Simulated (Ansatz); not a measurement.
# HgTe (Coloradoite) (F-43m) in Ansatz: further runs

One crystal, HgTe (Coloradoite), is run at these levels: PBE; tasks: single point.

Program: Ansatz 0.2.0. These are calculated values, not measurements. Logs are shortened: lines on timing, memory, paths and dates and some standing lists are left out, and cuts for length are marked.

## (1) The structure

It takes space group F-43m (No. 216, cubic). Conventional cell: a = 6.429 Å, b = 6.429 Å, c = 6.429 Å, α = 90.00°, β = 90.00°, γ = 90.00°. Hg (site symmetry -43m) has 4 Te at 2.78 Å as nearest neighbours. Te (site symmetry -43m) has 4 Hg at 2.78 Å as nearest neighbours.

## (2) Single point, PBE

input.yaml

```yaml
crystal:
  lattice:
    - [0.0, 3.2145, 3.2145]
    - [3.2145, 0.0, 3.2145]
    - [3.2145, 3.2145, 0.0]
  atoms:
    - { symbol: Hg, position: [0.0, 0.0, 0.0] }
    - { symbol: Te, position: [0.75, 0.75, 0.75] }
hamiltonian:
  xc: pbe
  pseudopotentials: { kind: paw }
kpoints:
  mp_grid: { grid: [7, 7, 7] }
scf:
  occupations: { method: gaussian, width: 0.019 }
output:
  forces: true
  stress: true
  eigenvalues: true
  write_density: true
  write_potential: true
  elf: true
  volumetric_format: npy
```

Potentials or basis: Ansatz PAW.

On the command line:

```bash
$ ansatz run input.yaml --threads 2 --pin off --max-ram 5632MiB --backend cpu --events-out ev --progress --plain --runs-dir out
```

Standard output:

```text
Warning: RAYON_NUM_THREADS=2 ignored (pool sized by the plan → 2); use --threads N
Engine: ansatz 0.2.0, x86_64-unknown-linux-gnu
Pseudopotentials: kind: paw
Pseudopotential: Hg, paw, valence charge 20, recommended cutoff 420 eV (normal), Hg.paw.azcp
Pseudopotential: Te, paw, valence charge 16, recommended cutoff 420 eV (normal), Te.paw.azcp
Functional definition: PBE
  parameter kappa = 0.804
  parameter beta = 0.06672455060314922
  exchange = pbe_x(kappa = kappa, mu = beta*pi^2/3)
  correlation = pbe_c(beta = beta)
Crystal: 2 atoms, lattice volume = 66.431 Å³
Basis set: ecut = 420 eV, 1291 PW (Γ), exchange–correlation on 64×64×64 points (8 copies of the dense FFT grid, shifted against one another)
Bands: 22, of which v1, the nominal top of the filled ones, is band 18 counted from 1 (17 counted from 0)
Symmetry: 24 space group operations
Space group: F-43m (ITA 216), of the structure as read, at distance tolerance 4.1e-5 Å
k-points: 20 of 343 (time reversal used)
Non-local potential: Hg, projectors of the file, l = 0: 3, l = 1: 2, l = 2: 2, l = 3: 1
Non-local potential: Te, projectors of the file, l = 0: 2, l = 1: 2, l = 2: 2, l = 3: 2
PAW form: soft (Blöchl's): semilocal exchange-correlation on the pseudo side does not see the compensation charge
PAW one-centre angular grid: Hg, 590 points (default); XC on 64 Gauss nodes
PAW one-centre angular grid: Te, 590 points (default); XC on 64 Gauss nodes
Initial density: superposition of atomic densities (neutral atoms: chi_scale 0, normalization atom), corrected by the library's trained network
Initial wavefunctions: pseudopotential atomic-orbital guess
Functional: x = pbe(κ = 0.804, μ = 0.2195149727645171), c = pbe(β = 0.06672455060314922)
SCF iter   1: F=—  HF=-20793.653441 eV  |F-HF|=—  |Δ(HF+E_count)|=         —  Δρ=1.12e-3  dr2=1.74e-3  ethr=1.77e-3  ⟨swp⟩=6.3  Hψ=2111  notcnv=0
preconditioner: auto → none  [insulator: Δε(μ)=0.720 eV  Ē_g=10.695 eV  σ=0.019 eV  W_gap=0.67  n_scr=14 (ndim 8)  ℏωp=19.3 eV  f_vac=0.179  D(μ)=0.47/eV (n_scr^D=0)  ε∞_Penn≈4.3]
SCF iter   2: F=—  HF=-20793.653289 eV  |F-HF|=—  |Δ(HF+E_count)|=   1.52e-4  Δρ=5.19e-4  dr2=2.06e-4  ethr=4.83e-6  ⟨swp⟩=2.9  Hψ=1029  notcnv=0
SCF iter   3: F=—  HF=-20793.653368 eV  |F-HF|=—  |Δ(HF+E_count)|=   7.83e-5  Δρ=2.27e-4  dr2=3.27e-5  ethr=5.73e-7  ⟨swp⟩=2.2  Hψ=683  notcnv=0
SCF iter   4: F=—  HF=-20793.653415 eV  |F-HF|=—  |Δ(HF+E_count)|=   4.68e-5  Δρ=7.92e-5  dr2=3.86e-6  ethr=9.10e-8  ⟨swp⟩=2.0  Hψ=619  notcnv=0
SCF iter   5: F=—  HF=-20793.653428 eV  |F-HF|=—  |Δ(HF+E_count)|=   1.35e-5  Δρ=1.55e-5  dr2=1.24e-7  ethr=1.07e-8  ⟨swp⟩=2.0  Hψ=621  notcnv=0
SCF iter   6: F=-20793.653429 eV  HF=-20793.653429 eV  |F-HF|=1.03e-8  |Δ(HF+E_count)|=   7.58e-7  Δρ=2.31e-6  dr2=3.89e-9  ethr=2.78e-10  ⟨swp⟩=11.6  Hψ=3234  notcnv=0
SCF 1 converged in 6 iterations: F = -20793.653429 eV  dr2 = 3.89e-9
SCF converged after 6 iterations
Free energy (F): -20793.653429 eV
Harris-Foulkes:  -20793.653429 eV  (|F-HF|=1.03e-8)
Internal energy: -20793.653343 eV  (E = F + TS)
E sigma→0 (E₀):  -20793.653386 eV
Entropy (-TS):   -0.000085 eV (-0.043 meV/atom)
Fermi energy:    9.011038 eV
--- Per-component energies (eV) ---
  E_band       = -764.048061
  E_kinetic    = 785.075563
  E_local      = -4768.480932  (includes V_loc(G=0)·N_el)
  E_nonlocal   = -237.976182
  E_hartree    = 2322.536137
  E_xc         = -345.113464
  E_vxc        = -367.005987  (∫ρ·V_xc dr)
  E_paw        = -14606.637607  (= ΣΔE_a)
  E_vpaw       = -820.736850  (= ΣTr[D̂ρ^β])
  E_aug_tail   = 0.000753  (compensation charges beyond the density's cutoff)
  E_ewald      = -3943.057611
  E_smearing   = -0.000085  (= −TS)
  E_closure    = 0.000000  (closes the sum)
  Σ components = -20793.653429   (vs F -20793.653429, Δ=0.00e0)
--- Forces (eV/Å), atoms counted from 1 ---
  atom   1  Hg    -0.00000000     0.00000000    -0.00000000
  atom   2  Te     0.00000000    -0.00000000     0.00000000
  max |Σ_I F_I| component: 9.25e-17 eV/Å
--- Stress (GPa, compression-positive) ---
        4.558844       0.000000       0.000000
        0.000000       4.558844       0.000000
       -0.000000       0.000000       4.558844
  P = ⅓ Tr σ = 4.5588 GPa (45.588 kbar)
--- Band table (eV; the first three rows and the last of 20) ---
  k-point 0: bands = ["-105.9676", "-54.4257", "-54.4257", "-54.4257", "-27.7772", "-27.7772", "-27.7772", "-27.7685", "-27.7685", "-3.0987", "1.5572", "1.5572", "1.5572", "2.1073", "2.1073", "8.3255", "9.0053", "9.0053", "9.0053", "13.2219", "13.2219", "13.2219"]
  k-point 1: bands = ["-105.9676", "-54.4258", "-54.4257", "-54.4257", "-27.7773", "-27.7771", "-27.7771", "-27.7684", "-27.7684", "-2.9959", "1.5857", "1.5857", "1.5963", "2.1046", "2.1046", "6.9394", "8.7752", "8.7752", "9.7621", "13.1939", "13.5209", "13.5209"]
  k-point 2: bands = ["-105.9676", "-54.4258", "-54.4258", "-54.4258", "-27.7774", "-27.7770", "-27.7770", "-27.7684", "-27.7684", "-2.7506", "1.6435", "1.6435", "1.7871", "2.1087", "2.1087", "5.1680", "8.3351", "8.3351", "9.8665", "13.9488", "13.9488", "14.3137"]
  k-point 19: bands = ["-105.9676", "-54.4258", "-54.4258", "-54.4258", "-27.7776", "-27.7772", "-27.7767", "-27.7684", "-27.7681", "-2.3166", "1.7712", "1.8298", "2.0373", "2.0935", "2.6862", "3.4614", "6.0592", "6.7904", "11.8571", "13.4390", "14.6851", "15.5957"]
```

It took 4.2 s on 2 threads of Intel Xeon at 2.50GHz (Skylake/Cascade Lake), shared host; peak memory 0.38 GiB.

Results:

```yaml
Free_energy: -20793.6534 eV
Pressure: 4.6 GPa
Band_gap_on_the_k_mesh: none (metal or under the smearing width)
```

The run has no spin-orbit coupling, so splittings on Hg, Te are missing.

## (3) Single point, PBE

Changes to input.yaml since step 2:

```diff
@@ -14,3 +14,3 @@
 scf:
-  occupations: { method: gaussian, width: 0.019 }
+  occupations: { method: gaussian, width: 0.02 }
 output:
@@ -19,5 +19 @@
   eigenvalues: true
-  write_density: true
-  write_potential: true
-  elf: true
-  volumetric_format: npy
```

Potentials or basis: Ansatz PAW.

On the command line:

```bash
$ ansatz run input.yaml --threads 2 --pin off --max-ram 5632MiB --backend cpu --events-out ev --progress --plain --runs-dir out
```

Run time: 3.2 s. Hardware: 2 threads of Intel Xeon at 2.50GHz (Skylake/Cascade Lake), shared host; peak memory 0.37 GiB.

The run converged. Its results:

| Property | Result |
| --- | --- |
| Free energy | -20793.6534 eV |
| Pressure | 4.6 GPa |
| Band gap on the k mesh | none (metal or under the smearing width) |

Levels at points of the mesh, in eV from the Fermi level:
| k point | band 16 | band 17 | band 18 | band 19 | band 20 | band 21 |
| --- | --- | --- | --- | --- | --- | --- |
| (0.00, 0.00, 0.00) | -0.69 | -0.01 | -0.01 | -0.01 | 4.21 | 4.21 |

The run has no spin-orbit coupling, so splittings on Hg, Te are missing.
